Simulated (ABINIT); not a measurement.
Crystal: SiC (Moissanite).

```
Si C
1.0
     3.07600    0.00000    0.00000
    -1.53800    2.66389    0.00000
     0.00000    0.00000    5.04800
Si C
2 2
Direct
  0.66667 0.33333 0.50000
  0.33333 0.66667 0.00000
  0.66667 0.33333 0.88500
  0.33333 0.66667 0.38500
```

| Item | Value |
| --- | --- |
| Program | ABINIT 10.8.3 (patched build) |
| Task | relaxation of cell and atoms |
| Functional | BLYP |
| Potentials or basis | JTH PAW PBE v2.0 |
| Cutoff | 626 eV |
| k mesh | 10 × 10 × 5 |
| Occupations | fermi-dirac, width 0.05 eV |
| Spin | no spin polarisation |

At the start: pressure 8.7 GPa; volume 10.34 Å³/atom.

How do energy, volume and symmetry change on relaxing?

Over 7 steps the energy falls by 19.1 meV/atom and the volume is 10.76 Å³/atom (+4.0 %); space group P6_3mc (No. 186, to 0.05 Å).

Step by step:
```tsv
step	energy change (eV)	largest force (eV/Å)	pressure (GPa)	volume (Å³)
1	0.0000	0.7588	8.69	41.36
2	-0.0571	0.4721	2.70	42.47
3	-0.0725	0.1971	-0.47	43.14
4	-0.0748	0.0844	-0.72	43.19
5	-0.0764	0.0038	-0.32	43.10
6	-0.0765	0.0052	-0.06	43.05
7	-0.0765	0.0006	0.00	43.03
```

Final structure:
```cif
data_structure
_symmetry_space_group_name_H-M 'P 1'
_symmetry_Int_Tables_number 1
_cell_length_a 3.1159
_cell_length_b 3.1159
_cell_length_c 5.1181
_cell_angle_alpha 90.000
_cell_angle_beta 90.000
_cell_angle_gamma 120.000
_cell_volume 43.03
loop_
_atom_site_label
_atom_site_type_symbol
_atom_site_fract_x
_atom_site_fract_y
_atom_site_fract_z
_atom_site_occupancy
Si1 Si 0.66667 0.33333 0.50463 1
Si2 Si 0.33333 0.66667 0.00463 1
C1 C 0.66667 0.33333 0.88037 1
C2 C 0.33333 0.66667 0.38037 1
```

Caveat: the PAW data sets were made with another functional, which shifts forces and pressure a little.
